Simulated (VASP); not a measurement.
ZrS2: relaxation of cell and atoms with LDA

ZrS2, a slab with vacuum:

```xyz
6
Lattice="3.6016 0.0000 0.0000 -1.8008 3.1190 0.0000 0.0000 0.0000 26.9155" Properties=species:S:1:pos:R:3 pbc="T T T"
S     1.8008    1.0397    9.1859
S     0.0000    2.0794   12.0804
S     1.8008    1.0397   14.8352
S     0.0000    2.0794   17.7297
Zr    3.6016    0.0000   10.6297
Zr    3.6016    0.0000   16.2859
```

* Program: VASP 6.6.1
* Task: relaxation of cell and atoms
* Functional: LDA
* Potentials or basis: VASP PAW LDA potentials, release 64 (S, Zr_sv)
* Cutoff: 600 eV
* k mesh: 9 × 9 × 1
* Occupations: gaussian, width 0.03 eV
* Spin: no spin polarisation
* Further INCAR settings: ALGO = Normal; EDIFF = 1e-07; IBRION = 2; EDIFFG = -0.005; NSW = 90; ISIF = 3

```json
{
  "Band gap on the k mesh": "0.87 eV, indirect (least direct gap 1.52 eV)"
}
```

Final structure:
```cif
data_structure
_symmetry_space_group_name_H-M 'P 1'
_symmetry_Int_Tables_number 1
_cell_length_a 3.6016
_cell_length_b 3.6016
_cell_length_c 26.9155
_cell_angle_alpha 90.000
_cell_angle_beta 90.000
_cell_angle_gamma 120.000
_cell_volume 302.35
loop_
_atom_site_label
_atom_site_type_symbol
_atom_site_fract_x
_atom_site_fract_y
_atom_site_fract_z
_atom_site_occupancy
S1 S 0.66667 0.33333 0.34128 1
S2 S 0.33333 0.66667 0.44882 1
S3 S 0.66667 0.33333 0.55118 1
S4 S 0.33333 0.66667 0.65872 1
Zr1 Zr 0.00000 0.00000 0.39493 1
Zr2 Zr 0.00000 0.00000 0.60507 1
```

Levels at points of the mesh, in eV from the valence-band top:
```
           k point  band 22  band 23  band 24  band 25  band 26  band 27
(0.00, 0.00, 0.00)    -0.12     0.00     0.00     1.52     1.52     1.55
```

It took 2.1 min on 2 MPI ranks on Intel(R) Xeon(R) 6975P-C (Granite Rapids), with other jobs on the host, peak memory 0.4 GiB a rank.

Caveat: the relaxation stopped at its first step, so nothing moved. LDA gaps usually lie below the measured ones, often by a third to a half.
